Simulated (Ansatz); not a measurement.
Zincblende BP was put through Ansatz (plane waves). The cell was relaxed with r2SCAN and then strained (uniaxial -3.0 % along z, other directions held), with the atoms relaxed again with r2SCAN; k points keep the names of the unstrained zone.

The cell given to it:
```
B P
1.0
     0.00000    2.26832    2.20027
     2.26832    0.00000    2.20027
     2.26832    2.26832    0.00000
B P
1 1
Direct
  0.00000 0.00000 0.00000
  0.25000 0.25000 0.25000
```

The output, standing remarks left out:
```
scf.n_extra_bands = 4 over 4 filled bands (N_el = 8.0): the run solves 8 bands
Pseudopotential: B, paw, valence charge 3, recommended cutoff 500 eV (meta_gga)
Pseudopotential: P, paw, valence charge 5, recommended cutoff 500 eV (meta_gga)
Functional definition: r2SCAN
Crystal: 2 atoms, lattice volume = 22.642 Å³
Basis set: ecut = 500 eV, 569 PW (Γ)
Bands: 8, of which v1, the nominal top of the filled ones, is band 4 counted from 1 (3 counted from 0)
Symmetry: 8 space group operations
Space group: I-4m2 (ITA 119)
k-points: 102 of 1000 (time reversal used)
SCF 1 converged in 6 iterations: F = -916.662969 eV  dr2 = 8.01e-9
SCF converged after 6 iterations
Free energy (F): -916.662969 eV
Fermi energy:    9.879709 eV
--- Per-component energies (eV) ---
  E_band       = 21.569446
  E_kinetic    = 123.053982
  E_local      = -64.566849
  E_nonlocal   = 44.372669
  E_hartree    = 16.652009
  E_xc         = -91.617997
  E_vxc        = -108.872268
  E_paw        = -655.919203
  E_vpaw       = -10.686902
  E_vtau       = 4.964838
  E_ewald      = -288.528293
  E_core_change = -0.109284
--- Forces (eV/Å), atoms counted from 1 ---
  atom   1  B       0.00000      0.00000      0.00000
  atom   2  P       0.00000      0.00000      0.00000
--- Stress (GPa, compression-positive) ---
        2.561110       0.000000       0.000000
        0.000000       2.561110       0.000000
        0.000000       0.000000      11.188344
  P = ⅓ Tr σ = 5.4369 GPa (54.369 kbar)
--- Band table (eV; the first three rows and the last of 102) ---
  k-point 0: bands = [-6.8984, 9.5686, 9.5686, 9.8797, 13.2017, 13.3890, 13.3890, 18.1446]
  k-point 1: bands = [-6.7041, 8.2626, 9.2348, 9.4764, 13.6309, 13.8251, 13.9361, 18.6548]
  k-point 2: bands = [-6.1282, 5.7562, 8.5974, 8.8876, 14.0539, 14.5444, 14.6398, 19.8134]
  k-point 101: bands = [-1.3451, 0.5557, 4.9729, 4.9729, 10.8742, 11.2351, 22.9034, 22.9034]
```

bands.tsv, columns around the gap (it counts bands from 0):
```tsv
# k_distance	band_0	band_1	band_2	band_3	band_4	band_5	band_6	band_7
# fermi_ev = 9.879709
# [0, 0, 0] at k_distance = 0.000000
# [-0.5, -0.5, 0] at k_distance = 1.427824
# [-0.375, -0.375, 0.25] at k_distance = 1.917492
# [-0.375, 0, 0.375] at k_distance = 2.770049
# [0, 0, 0.5] at k_distance = 3.622606
# [-0.5, -0.25, 0.25] at k_distance = 4.617201
# [0.414062, 0.414062, 0] at k_distance = 7.317737
# levels_relative_to = fermi_ev
0.000	-16.778	-0.311	-0.311	0.000	3.322	3.509	3.509	8.265
1.428	-11.225	-9.324	-4.907	-4.907	0.995	1.355	13.024	13.024
1.917	-11.370	-8.917	-6.897	-4.251	1.862	5.877	10.322	11.408
2.770	-11.498	-9.139	-6.935	-3.902	2.284	6.491	10.232	11.412
3.623	-13.158	-9.957	-2.326	-1.911	3.949	4.633	5.108	10.821
4.617	-11.098	-8.954	-6.321	-6.105	5.355	6.761	7.661	7.665
7.318	-12.414	-7.930	-4.719	-4.719	0.884	1.985	12.048	12.048
```
In order the rows are Γ, X, U, K, L, W, Γ–X (0.83).

**Question.** Which of these blocks stood in the input: relax, gw, phonons, dielectric, magnetization (spin_orbit)?

**Answer.** None of them. A single point prints forces and stress when the output block asks for them.

**Question.** Which k mesh was typed?

**Answer.** 10×10×10, Γ-centred.

**Question.** How were the bands filled?

**Answer.** Fixed occupations.

Run as `ansatz run input.yaml --threads 2 --pin off --max-ram 29491MiB --backend cpu --events-out ev --progress --plain --runs-dir out`. Wall time 2.2 s on 2 threads of AMD EPYC 7R13 Processor (Zen 3), on a shared host; peak host memory 0.5 GiB.

The values are computed, spin-unpolarised, and not measurements.
